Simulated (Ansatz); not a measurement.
Hf: strain and displacement

```
Hf
1.0
     0.00000    2.22000    2.22000
     2.22000    0.00000    2.22000
     2.22000    2.22000    0.00000
Hf
1
Cartesian
  0.0000 0.0000 0.0000
```

The cell is COD entry 1534929, as deposited and not checked against the literature; nothing was relaxed.

Spin–orbit coupling is left out, though it moves levels of the heavy atoms by tenths of an eV or more.

Level of theory: Ansatz 0.2.0, DFT, PBE, all-electron LAPW, scalar-relativistic.

The runs use a Γ-centred 16×16×16 k mesh, Fermi–Dirac smearing of 0.03 eV, basis error target 0.25 meV/atom, no spin polarisation.

The unchanged cell is at 3.18 GPa.

In a metal, stresses and small energies carry noise from the k mesh.

x, y and z are the Cartesian axes of the cell as listed; fractional coordinates follow a strain, and an engineering shear is twice the off-diagonal strain component.

**Question.** With this change (equal xy, yz and zx engineering shear strains of +1 %), what becomes of the energy and stress?

**Answer.** Energy change +1 meV/atom; stress change (xx, yy, zz, yz, xz, xy) 0.03, 0.03, 0.03, -0.62, -0.62, -0.62 GPa, compression positive.

**Question.** With this change (z strained by -1.5 % at fixed volume), what becomes of the energy and stress?

**Answer.** Energy change under 1 meV/atom; stress change (xx, yy, zz, yz, xz, xy) -0.20, -0.20, 0.39, 0.00, 0.00, 0.00 GPa, compression positive.
